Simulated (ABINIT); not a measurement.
## Ge: band structure with revPBE

**Experimental background.**

“Electronic and optical properties of SixGe1-x-ySny alloys lattice-matched to Ge”, 2021, arxiv:2109.02782 reports, for a bulk crystal of Ge at 293 K: band gap 0.666 eV (indirect).

The system is Ge.

```
CELL_PARAMETERS angstrom
0.00000 2.82891 2.82891
2.82891 0.00000 2.82891
2.82891 2.82891 0.00000
ATOMIC_POSITIONS crystal
Ge 0.75000 0.75000 0.75000
Ge 0.50000 0.50000 0.50000
```

```
Program                                         : ABINIT 10.8.3 (patched build)
Task                                            : band structure
Functional                                      : revPBE
Potentials or basis                             : JTH PAW PBE v2.0
Cutoff                                          : 544 eV
k mesh                                          : 8 × 8 × 8
Occupations                                     : fermi-dirac, width 0.05 eV
Spin                                            : no spin polarisation
Fine-grid cutoff                                : 1088.46 eV
Exchange and correlation inside the PAW spheres : full angular mesh (pawxcdev 0, this build's default; the released program takes 1)
```

| Quantity | Value |
| --- | --- |
| Band gap on the k mesh | 0.08 eV, direct |
| Valence electrons inside the program's atomic spheres | Ge 12.39, 12.38 (radii [1.2196] Å) |

Levels at the corners of the path, in eV from the valence-band top:
```csv
point,band 10,band 11,band 12,band 13,band 14,band 15,band 16,band 17,band 18,band 19
Γ,-24.54,-12.76,0.00,0.00,0.00,0.08,2.56,2.56,2.56,6.55
X,-24.50,-8.88,-8.88,-3.08,-3.08,0.81,0.81,9.53,9.53,11.67
W,-24.48,-8.78,-8.78,-3.90,-3.90,4.35,4.35,4.78,4.78,11.06
K,-24.48,-9.35,-8.28,-4.33,-2.64,1.22,4.13,7.25,7.39,8.25
Γ,-24.54,-12.76,0.00,0.00,0.00,0.08,2.56,2.56,2.56,6.55
L,-24.51,-10.67,-7.59,-1.41,-1.41,0.23,3.77,3.77,7.23,10.66
U,-24.48,-9.35,-8.28,-4.33,-2.64,1.22,4.13,7.25,7.39,8.25
W,-24.48,-8.78,-8.78,-3.90,-3.90,4.35,4.35,4.78,4.78,11.06
L,-24.51,-10.67,-7.59,-1.41,-1.41,0.23,3.77,3.77,7.23,10.66
K,-24.48,-9.35,-8.28,-4.33,-2.64,1.22,4.13,7.25,7.39,8.25
```

It took 2 min on 1 thread of Arm Neoverse V1 (shared host), peak memory 0.17 GiB.

A measured gap of Ge is 0.666 eV (indirect; 293 K; “Electronic and optical properties of SixGe1-x-ySny alloys lattice-matched to Ge”, 2021, arxiv:2109.02782); the calculated 0.08 eV misses it by -0.58 eV. 3 values of this kind are on record (0.666 to 0.807 eV); this one was drawn at random among those near their median. Spin-orbit coupling on Ge is left out. The value is that of revPBE on a finite k mesh, which can miss the band edges, without temperature or zero-point motion. Semilocal functionals fall short of measured gaps as a rule.
